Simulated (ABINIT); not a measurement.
# KBr (Fm-3m): one start, several treatments of the self-energy, part 2 of 2

Aim: compare treatments of exchange, screening and correlation for the gap of KBr (Fm-3m).

ABINIT 10.8.3; PBE and many-body steps on it, plane waves. Known limits of the many-body steps: not at the basis limit; no spin-orbit coupling.

So far. Step 6 (G0W0, von der Linden-Horsch plasmon pole): Against G0W0 in ABINIT (4×4×4 mesh, 442 bands, screening to 266.7 eV, Godby-Needs plasmon pole), the gap moves by +0.270 eV. Step 7 (G0W0, Engel-Farid plasmon pole): Against G0W0 in ABINIT (4×4×4 mesh, 442 bands, screening to 266.7 eV, Godby-Needs plasmon pole), the gap moves by +0.119 eV.

## 8. One-shot Hartree-Fock

This step: one-shot Hartree-Fock on PBE, plane waves, norm-conserving pseudopotentials.

run.abi

```
acell 3*1.0 Angstrom
rprim 
  0.000000000000 3.300000000000 3.300000000000
  3.300000000000 0.000000000000 3.300000000000
  3.300000000000 3.300000000000 0.000000000000
ntypat 2
znucl 19 35
natom 2
typat 1 2
xred 
  0.000000000000 0.000000000000 0.000000000000
  0.500000000000 0.500000000000 0.500000000000
pp_dirpath "pseudos"
pseudos "K.upf, Br.upf"
ecut 33
ngkpt 4 4 4
nshiftk 1
shiftk 0 0 0
kptopt 1
chksymbreak 0
istwfk *1
occopt 1
irdwfk 1
optdriver 4
nband 12
gwcalctyp 5
ecutsigx 33
symsigma 1
nkptgw 1
kptgw 
  0.0000000000 0.0000000000 0.0000000000
bdgw 
  6 12
ixc_sigma 40
fftgw 31
indata_prefix "in"
outdata_prefix "out"
tmpdata_prefix "tmp"
```

The run is started by

```bash
$ OMP_NUM_THREADS=1 mpirun -n 4 abinit run.abi > log
```

What it wrote:

```text
.Version 10.8.3 of ABINIT. v10.8.2 released Aug 2026.

 Symmetries : space group Fm -3 m (#225); Bravais cF (face-center cubic)
[... echo of the input left out ...]
== DATASET  1 ==================================================================
-   mpi_nproc: 4, omp_nthreads: 1 (-1 if OMP is not activated)

--- !DatasetInfo
iteration_state: {dtset: 1, }
dimensions: {natom: 2, nkpt: 8, mband: 12, nsppol: 1, nspinor: 1, nspden: 1, mpw: 4477, }
cutoff_energies: {ecut:  33.0, pawecutdg:  -1.0, }
[...]
10   7.598  -8.409  -3.762   0.000   1.000   0.000  -3.762   4.647  12.246
       11   7.598  -8.409  -3.762   0.000   1.000   0.000  -3.762   4.647  12.246
       12   7.598  -8.409  -3.762   0.000   1.000   0.000  -3.762   4.647  12.246

== END DATASET(S) ==============================================================
================================================================================

 -outvars: echo values of variables after computation  --------
           etotal      0.0000000000E+00
            nband          12
             nkpt           8
          spgroup         225
 [... the other variables as echoed above ...]

 Calculation completed.
```

It took 2.9 s on 4 MPI ranks of Arm Neoverse V1, shared host; peak memory 0.18 GiB.

Numbers from this step:

```yaml
quasiparticle_gap_on_the_points_computed: 11.81 eV
starting_gap_on_the_mesh: 4.436 eV
k_of_the_valence_top: 0, 0, 0
k_of_the_conduction_bottom: 0, 0, 0
least_direct_quasiparticle_gap_on_the_computed_points: 11.81 eV
```

Against G0W0 in ABINIT (4×4×4 mesh, 442 bands, screening to 266.7 eV, Godby-Needs plasmon pole), the gap moves by +4.807 eV.

## 9. Screening, 4×4×4 mesh, 442 bands, screening to 266.7 eV

This step: RPA screening on PBE, plane waves, norm-conserving pseudopotentials.

run.abi, as its differences from that of step 8:

```diff
@@ -23,14 +23,14 @@
 irdwfk 1
-optdriver 4
-nband 12
-gwcalctyp 5
-ecutsigx 33
-symsigma 1
-nkptgw 1
-kptgw 
-  0.0000000000 0.0000000000 0.0000000000
-bdgw 
-  6 12
-ixc_sigma 40
-fftgw 31
+optdriver 3
+nband 442
+ecuteps 9.8
+inclvkb 2
+awtr 1
+symchi 1
+gwcalctyp 2
+nfreqre 16
+freqremax 40 eV
+nfreqim 8
+spmeth 1
+nomegasf 120
 indata_prefix "in"
```

What it wrote:

```text
.Version 10.8.3 of ABINIT. v10.8.2 released Aug 2026.

 Symmetries : space group Fm -3 m (#225); Bravais cF (face-center cubic)
[... echo of the input left out ...]
== DATASET  1 ==================================================================
-   mpi_nproc: 4, omp_nthreads: 1 (-1 if OMP is not activated)

--- !DatasetInfo
iteration_state: {dtset: 1, }
dimensions: {natom: 2, nkpt: 8, mband: 442, nsppol: 1, nspinor: 1, nspden: 1, mpw: 4477, }
cutoff_energies: {ecut:  33.0, pawecutdg:  -1.0, }
electrons: {nelect:   1.60000000E+01, charge:   0.00000000E+00, occopt:   1.00000000E+00, tsmear:   1.00000000E-02, }

 SCREENING: Calculation of the susceptibility and dielectric matrices

 Based on a program developped by R.W. Godby, V. Olevano, G. Onida, and L. Reining.
 Incorporated in ABINIT by V. Olevano, G.-M. Rignanese, and M. Torrent.
.Using double precision arithmetic ; gwpc =  8

[... cell and pseudopotentials left out ...]
--------------------------------------------------------------------------------

 ==== K-mesh for the wavefunctions ====
 Number of points in the irreducible wedge :     8
[... list of points left out ...]
 Together with 48 symmetry operations and time-reversal symmetry
 yields    64 points in the full Brillouin Zone.

 ==== Q-mesh for the screening function ====
 Number of points in the irreducible wedge :     8
[... list of points left out ...]
 Together with 48 symmetry operations and time-reversal symmetry
 yields    64 points in the full Brillouin Zone.

 setmesh: FFT mesh size selected  =    36x   36x   36
          total number of points  =        46656

 vcoul_init : cutoff-mode = AUXILIARY_FUNCTION
 q-points for optical limit:   1
     1)      0.000010    0.000020    0.000030

- screening: taking advantage of time-reversal symmetry
- Maximum band index for partially occupied states nbvw = 8
- Remaining bands to be divided among processors   nbcw = 434
- Number of bands treated by each node ~108

 Number of electrons calculated from density =   16.0000; Expected =   16.0000
 average of density, n =  0.032988
 r_s =    1.9343
 omega_plasma =   17.5199 [eV]

 calculating chi0 at frequencies [eV] :
  1    0.000000E+00    0.000000E+00
  2    2.666667E+00    0.000000E+00
  3    5.333333E+00    0.000000E+00
[...]
23    0.000000E+00    4.462011E+01
 24    0.000000E+00    6.282560E+01

--------------------------------------------------------------------------------
  q-point number  1        q = ( 0.000000, 0.000000, 0.000000) [r.l.u.]
--------------------------------------------------------------------------------
[... chi0 elements left out ...]
  [... further frequencies ...]

 No. of calculated frequencies >  15, stop printing
 For q-point:  0.000010 0.000020 0.000030
  dielectric constant =   2.3964
  dielectric constant without local fields =   2.8862

  Average fulfillment of the sum rule on Im[epsilon] for q-point    1 :     91.27  [%]
[... wings left out ...]
  q-point number  2        q = ( 0.250000, 0.000000, 0.000000) [r.l.u.]
--------------------------------------------------------------------------------
[... chi0 elements left out ...]
  [... further frequencies ...]

 No. of calculated frequencies >  15, stop printing
  Average fulfillment of the sum rule on Im[epsilon] for q-point    2 :     93.19  [%]

 [... 6 further q-points ...]
```

It took 18 min on 4 MPI ranks; peak memory 5.5 GiB.

Numbers from this step:

* ε∞ with local fields, on this mesh, along the program's q direction: 2.396
* the same without local fields: 2.886
* plasma frequency: 17.52 eV
* plane waves in the screening matrix: 725

## 10. G0W0, contour deformation

This step: G0W0 on PBE, plane waves, norm-conserving pseudopotentials.

run.abi, as its differences from that of step 9:

```diff
@@ -23,14 +23,15 @@
 irdwfk 1
-optdriver 3
+optdriver 4
 nband 442
+gwcalctyp 2
+ecutsigx 33
+symsigma 1
+nkptgw 1
+kptgw 
+  0.0000000000 0.0000000000 0.0000000000
+bdgw 
+  6 12
 ecuteps 9.8
-inclvkb 2
-awtr 1
-symchi 1
-gwcalctyp 2
-nfreqre 16
-freqremax 40 eV
-nfreqim 8
-spmeth 1
-nomegasf 120
+irdscr 1
+gwmem 01
 indata_prefix "in"
```

What it wrote:

```text
.Version 10.8.3 of ABINIT. v10.8.2 released Aug 2026.

 Symmetries : space group Fm -3 m (#225); Bravais cF (face-center cubic)
[... echo of the input left out ...]
== DATASET  1 ==================================================================
-   mpi_nproc: 4, omp_nthreads: 1 (-1 if OMP is not activated)

--- !DatasetInfo
iteration_state: {dtset: 1, }
dimensions: {natom: 2, nkpt: 8, mband: 442, nsppol: 1, nspinor: 1, nspden: 1, mpw: 4477, }
cutoff_energies: {ecut:  33.0, pawecutdg:  -1.0, }
[...]
7  -0.010 -12.760 -16.565   1.378   0.796  -0.256 -14.692  -1.931  -1.941
[...]
12   7.598  -8.409  -3.762  -3.129   0.845  -0.183  -7.126   1.283   8.882
       12   0.000   0.000   0.000  -0.000   0.000   0.000  -0.000  -0.000  -0.000

== END DATASET(S) ==============================================================
================================================================================

 -outvars: echo values of variables after computation  --------
           etotal      0.0000000000E+00
            nband         442
             nkpt           8
          spgroup         225
 [... the other variables as echoed above ...]

 Calculation completed.
```

It took 83 s on 4 MPI ranks; peak memory 3.9 GiB; 5.4 min of CPU time.

This step gave:

* G0W0 gap on the points computed: 6.922 eV
* starting gap on the mesh: 4.436 eV
* k of the valence top: 0, 0, 0
* k of the conduction bottom: 0, 0, 0
* least direct G0W0 gap on the computed points: 6.922 eV

Against G0W0 in ABINIT (4×4×4 mesh, 442 bands, screening to 266.7 eV, Godby-Needs plasmon pole), the gap moves by −0.083 eV.

## 11. Screening, 4×4×4 mesh, 442 bands, screening to 266.7 eV

This step: RPA screening on PBE, plane waves, norm-conserving pseudopotentials.

run.abi, as its differences from that of step 10:

```diff
@@ -23,15 +23,11 @@
 irdwfk 1
-optdriver 4
+optdriver 3
 nband 442
-gwcalctyp 2
-ecutsigx 33
-symsigma 1
-nkptgw 1
-kptgw 
-  0.0000000000 0.0000000000 0.0000000000
-bdgw 
-  6 12
 ecuteps 9.8
-irdscr 1
-gwmem 01
+inclvkb 2
+awtr 1
+symchi 1
+gwcalctyp 1
+nfreqre 0
+nfreqim 16
 indata_prefix "in"
```

What it wrote:

```text
.Version 10.8.3 of ABINIT. v10.8.2 released Aug 2026.

 Symmetries : space group Fm -3 m (#225); Bravais cF (face-center cubic)
[... echo of the input left out ...]
== DATASET  1 ==================================================================
-   mpi_nproc: 4, omp_nthreads: 1 (-1 if OMP is not activated)

--- !DatasetInfo
iteration_state: {dtset: 1, }
dimensions: {natom: 2, nkpt: 8, mband: 442, nsppol: 1, nspinor: 1, nspden: 1, mpw: 4477, }
cutoff_energies: {ecut:  33.0, pawecutdg:  -1.0, }
[...]
No. of calculated frequencies >  15, stop printing
 For q-point:  0.000010 0.000020 0.000030
  dielectric constant =   2.3738
  dielectric constant without local fields =   2.8543

  Average fulfillment of the sum rule on Im[epsilon] for q-point    1 :     91.26  [%]
[... wings left out ...]
  q-point number  2        q = ( 0.250000, 0.000000, 0.000000) [r.l.u.]
--------------------------------------------------------------------------------
[... chi0 elements left out ...]
  [... further frequencies ...]

 No. of calculated frequencies >  15, stop printing
  Average fulfillment of the sum rule on Im[epsilon] for q-point    2 :     93.19  [%]

 [... 6 further q-points ...]
```

Wall time 35 min (4 MPI ranks); peak memory 3.9 GiB; 2.3 h of CPU time.

This step gave:

```
ε∞ with local fields, on this mesh, along the program's q direction : 2.374
the same without local fields                                       : 2.854
plasma frequency                                                    : 17.52 eV
plane waves in the screening matrix                                 : 725
```

## 12. G0W0, analytic continuation

This step: G0W0 on PBE, plane waves, norm-conserving pseudopotentials.

run.abi, as its differences from that of step 11:

```diff
@@ -23,11 +23,17 @@
 irdwfk 1
-optdriver 3
+optdriver 4
 nband 442
+gwcalctyp 1
+ecutsigx 33
+symsigma 1
+nkptgw 1
+kptgw 
+  0.0000000000 0.0000000000 0.0000000000
+bdgw 
+  6 12
 ecuteps 9.8
-inclvkb 2
-awtr 1
-symchi 1
-gwcalctyp 1
-nfreqre 0
-nfreqim 16
+irdscr 1
+nomegasi 12
+omegasimax 25 eV
+gwmem 01
 indata_prefix "in"
```

What it wrote:

```text
.Version 10.8.3 of ABINIT. v10.8.2 released Aug 2026.

 Symmetries : space group Fm -3 m (#225); Bravais cF (face-center cubic)
[... echo of the input left out ...]
== DATASET  1 ==================================================================
-   mpi_nproc: 4, omp_nthreads: 1 (-1 if OMP is not activated)

--- !DatasetInfo
iteration_state: {dtset: 1, }
dimensions: {natom: 2, nkpt: 8, mband: 442, nsppol: 1, nspinor: 1, nspden: 1, mpw: 4477, }
cutoff_energies: {ecut:  33.0, pawecutdg:  -1.0, }
[...]
7  -2.218 -12.760 -16.565   1.210   0.804  -0.244 -14.786  -2.026  -4.244
[...]
12   5.390  -8.409  -3.762  -3.155   0.864  -0.157  -7.128   1.281   6.671
       12   0.000   0.000   0.000  -0.027  -0.008  -0.010  -0.036  -0.036  -0.036

== END DATASET(S) ==============================================================
================================================================================

 -outvars: echo values of variables after computation  --------
           etotal      0.0000000000E+00
            nband         442
             nkpt           8
          spgroup         225
 [... the other variables as echoed above ...]

 Calculation completed.
```

It took 92 s on 4 MPI ranks; peak memory 4.6 GiB.

Numbers from this step:

- G0W0 gap on the points computed: 6.973 eV
- starting gap on the mesh: 4.436 eV
- k of the valence top: 0, 0, 0
- k of the conduction bottom: 0, 0, 0
- least direct G0W0 gap on the computed points: 6.973 eV

Against G0W0 in ABINIT (4×4×4 mesh, 442 bands, screening to 266.7 eV, Godby-Needs plasmon pole), the gap moves by −0.032 eV.

## 13. The runs together

Times are wall times on 4 MPI ranks of Arm Neoverse V1, shared host, good to a factor of about two. A run's time includes the screening step that it read.

```tsv
run	mesh	bands	screening cutoff (eV)	DFT gap (eV)	gap on the mesh (eV)	direct (eV)	ε∞ used	time
G0W0, Godby-Needs plasmon pole	4×4×4	442	266.7	4.436	7.005	7.005	2.37	8.7 min
G0W0, Hybertsen-Louie plasmon pole	4×4×4	442	266.7	4.436	7.256	7.256	2.37	8.6 min
G0W0, von der Linden-Horsch plasmon pole	4×4×4	442	266.7	4.436	7.275	7.275	2.37	7.2 min
G0W0, Engel-Farid plasmon pole	4×4×4	442	266.7	4.436	7.124	7.124	2.37	7.2 min
one-shot Hartree-Fock	4×4×4	-	-	4.436	11.812	11.812	-	2.9 s
G0W0, contour deformation	4×4×4	442	266.7	4.436	6.922	6.922	2.40	19 min
G0W0, analytic continuation	4×4×4	442	266.7	4.436	6.973	6.973	2.37	36 min
```

## 14. What came out

| Property | Result |
| --- | --- |
| G0W0, Godby-Needs plasmon pole | 7.005 eV |
| G0W0, Hybertsen-Louie plasmon pole | 7.256 eV |
| G0W0, von der Linden-Horsch plasmon pole | 7.275 eV |
| G0W0, Engel-Farid plasmon pole | 7.124 eV |
| one-shot Hartree-Fock | 11.812 eV |
| G0W0, contour deformation | 6.922 eV |
| G0W0, analytic continuation | 6.973 eV |
| known limits | not at the basis limit; no spin-orbit coupling |

**Reading.** G0W0, Hybertsen-Louie plasmon pole: +0.251 eV against G0W0, Godby-Needs plasmon pole. G0W0, von der Linden-Horsch plasmon pole: +0.270 eV against G0W0, Godby-Needs plasmon pole. G0W0, Engel-Farid plasmon pole: +0.119 eV against G0W0, Godby-Needs plasmon pole. One-shot Hartree-Fock: +4.807 eV against G0W0, Godby-Needs plasmon pole. G0W0, contour deformation: −0.083 eV against G0W0, Godby-Needs plasmon pole. G0W0, analytic continuation: −0.032 eV against G0W0, Godby-Needs plasmon pole. Bare exchange alone opens the gap to 11.81 eV; against G0W0, correlation takes back 4.81 eV. Bands and cutoff are finite, so the gap is not at the basis limit. The miss can reach some tenths of an eV and take either sign; the mesh is an error of its own. In the G0W0 runs levels were corrected at 1 k point alone, so a gap called «on the mesh» is the least over those, and an edge elsewhere would be missed. The many-body steps are scalar-relativistic: spin-orbit coupling is not in them.

[Paths, hosts, dates, memory and timing lines, banners, echoed tables and standing remarks are left out of the program output.]

[Logs are printed without paths, hosts, clocks, repeated set-up lines and the standing remarks that a program may print on its own settings, such as how far it seeks lower states.]

[Runs of the session that timed out or met a known fault of the program may be left out.]

[Hosts, paths, dates, database ids (printed as entryN), source tags and the programs' standing remarks are cut or masked in the printed files.]

[G0W0 gaps are taken among the corrected bands and points alone; a level outside them can change the order at an edge.]

[Where Ansatz stands beside ABINIT at settings called matched, ABINIT's density can come from a denser mesh and the files from another edition; pairs whose starting gaps differed by over 0.03 eV were left out, so agreement reads better than it is.]
